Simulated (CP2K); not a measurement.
**TiSi: relaxation of cell and atoms with PBEsol**

TiSi:

```
Ti Si
1.0
     2.78977    0.00000    0.00000
    -0.42506    2.75720    0.00000
     0.00000    0.00000    3.80393
Ti Si
1 1
Cartesian
  1.1824 1.3786 0.0000
  0.0000 0.0000 1.9020
```

The cell comes from a database or a generator and needn't be the stable form of this composition.

* Program: CP2K 2026.2
* Task: relaxation of cell and atoms
* Functional: PBEsol
* Potentials or basis: POTENTIAL_UZH Ti GTH-PBE-q12, Si GTH-PBE-q4; TZVP-MOLOPT-PBE-GTH basis
* Density cutoff: 6123 eV
* k mesh: 7 × 7 × 6
* Occupations: fermi-dirac, width 0.05 eV
* Spin: no spin polarisation
* SCF solver: diagonalisation with k points
* Quickstep method: GPW
* EPS_DEFAULT: 1.0E-9
* EPS_SCF: 1.0E-6
* MAX_SCF: 100
* SCF_GUESS: ATOMIC
* Mesh centred on Gamma: yes
* CHOLESKY: OFF
* EPS_EIGVAL: 1.0E-7
* MIXING METHOD: BROYDEN_MIXING
* MIXING ALPHA: 0.4
* NBUFFER: 8
* NGRIDS: 4
* EXTRAPOLATION: USE_PREV_P
* Basis sets: Ti TZVP-MOLOPT-PBE-GTH-q12, Si TZVP-MOLOPT-PBE-GTH-q4
* Potentials: Ti GTH-PBE-q12 of POTENTIAL_UZH, Si GTH-PBE-q4 of POTENTIAL_UZH
* ADDED_MOS: [13]
* Optimiser: BFGS
* Most steps: 40
* KEEP_SPACE_GROUP: yes
* Force threshold (eV/A): 0.05 eV/Å
* PRESSURE_TOLERANCE (bar): 200 bar
* Target pressure (GPa): 0 GPa
* REL_CUTOFF (Ry): 60 Ry
* MIXING BETA (1/bohr): 1.5 1/bohr
* CUTOFF of the grids: 450 Ry

| Property | Result |
| --- | --- |
| Relaxed volume | 14.23 Å³/atom |
| Relaxed cell | a = 2.749 Å, b = 2.750 Å, c = 3.798 Å, α = 90.00°, β = 90.00°, γ = 97.69° |
| Space group after relaxing (to 0.05 Å) | Cmmm (No. 65) |
| Energy gained by relaxing | 6.0 meV/atom |
| Ionic steps | 12 |
| Pressure after relaxing | 0.0 GPa |
| Band gap on the k mesh | none (metal or under the smearing width) |
| Mulliken charges | Ti +0.29; Si -0.29 e |

Stress tensor (GPa, compression positive):
```
 0.05  0.04  0.00
 0.04  0.04  0.00
 0.00  0.00 -0.14
```

Step by step:
```csv
step,energy change (eV),largest force (eV/Å),volume (Å³)
1,0.0000,0.0000,29.26
2,-0.0015,0.0000,29.19
3,-0.0099,0.0000,28.42
4,-0.0100,0.0000,28.45
5,-0.0103,0.0000,28.52
6,-0.0109,0.0000,28.58
7,-0.0116,0.0000,28.59
8,-0.0120,0.0000,28.53
9,-0.0120,0.0000,28.47
10,-0.0120,0.0000,28.46
11,-0.0120,0.0000,28.45
12,-0.0120,0.0000,28.45
```

Final structure:
```
Ti Si
1.0
     2.74929    0.00000    0.00000
    -0.36798    2.72492    0.00000
     0.00000    0.00000    3.79789
Ti Si
1 1
Cartesian
  1.1907 1.3625 0.0000
  0.0000 0.0000 1.8989
```

Levels at points of the mesh, in eV from the Fermi level:
```csv
k point,band 6,band 7,band 8,band 9,band 10,band 11
"(0.00, 0.00, 0.00)",-2.58,-1.80,-1.25,1.76,2.38,3.15
"(0.00, 0.00, 0.50)",-6.66,-0.93,0.49,0.75,1.71,3.22
```

It took 7.9 min on 1 thread of Arm Neoverse V2, with other jobs on the host, peak memory 0.31 GiB.

Caveat: Mulliken charges move with the basis; the potentials were made for another functional, which shifts forces and pressure; the basis of atomic orbitals isn't converged, which shifts pressures, moduli and gaps.
